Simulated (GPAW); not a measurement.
Crystal: CdSe (Cadmoselite).

```
CELL_PARAMETERS angstrom
4.30000 0.00000 0.00000
-2.15000 3.72391 0.00000
0.00000 0.00000 7.02000
ATOMIC_POSITIONS crystal
Cd 0.66667 0.33333 0.50000
Cd 0.33333 0.66667 0.00000
Se 0.66667 0.33333 0.88500
Se 0.33333 0.66667 0.38500
```

- Program: GPAW 26.7.0
- Task: relaxation of cell and atoms
- Functional: WC
- Potentials or basis: PAW data sets generated in the run's folder for this functional
- Cutoff: 600 eV
- Basis: pw
- k mesh: 5 × 5 × 3
- Occupations: fermi-dirac, width 0.05 eV
- Spin: no spin polarisation

At the start: pressure 0.1 GPa; volume 28.10 Å³/atom.

**Question.** Where does the relaxation end?

**Answer.** Over 11 steps the energy falls by 4.7 meV/atom and the volume is 28.07 Å³/atom (-0.1 %); space group P6_3mc (No. 186, to 0.05 Å).

Step by step:
```
step  energy change (eV)  largest force (eV/Å)  pressure (GPa)  volume (Å³)
   1              0.0000                0.2710            0.07       112.41
   2             -0.0049                0.2365            0.04       112.42
   3             -0.0183                0.0249           -0.06       112.48
   4             -0.0185                0.0114           -0.05       112.47
   5             -0.0186                0.0092           -0.05       112.45
   6             -0.0188                0.0056            0.03       112.29
   7             -0.0188                0.0054            0.07       112.19
   8             -0.0189                0.0002            0.09       112.15
   9             -0.0189                0.0036            0.09       112.16
  10             -0.0189                0.0070            0.06       112.21
  11             -0.0190                0.0063            0.03       112.29
```

Final structure:
```cif
data_structure
_symmetry_space_group_name_H-M 'P 1'
_symmetry_Int_Tables_number 1
_cell_length_a 4.3006
_cell_length_b 4.3006
_cell_length_c 7.0104
_cell_angle_alpha 90.000
_cell_angle_beta 90.000
_cell_angle_gamma 120.000
_cell_volume 112.29
loop_
_atom_site_label
_atom_site_type_symbol
_atom_site_fract_x
_atom_site_fract_y
_atom_site_fract_z
_atom_site_occupancy
Cd1 Cd 0.66667 0.33333 0.50449 1
Cd2 Cd 0.33333 0.66667 0.00449 1
Se1 Se 0.66667 0.33333 0.88051 1
Se2 Se 0.33333 0.66667 0.38051 1
```

Caveat: later steps reuse the first step's grids.
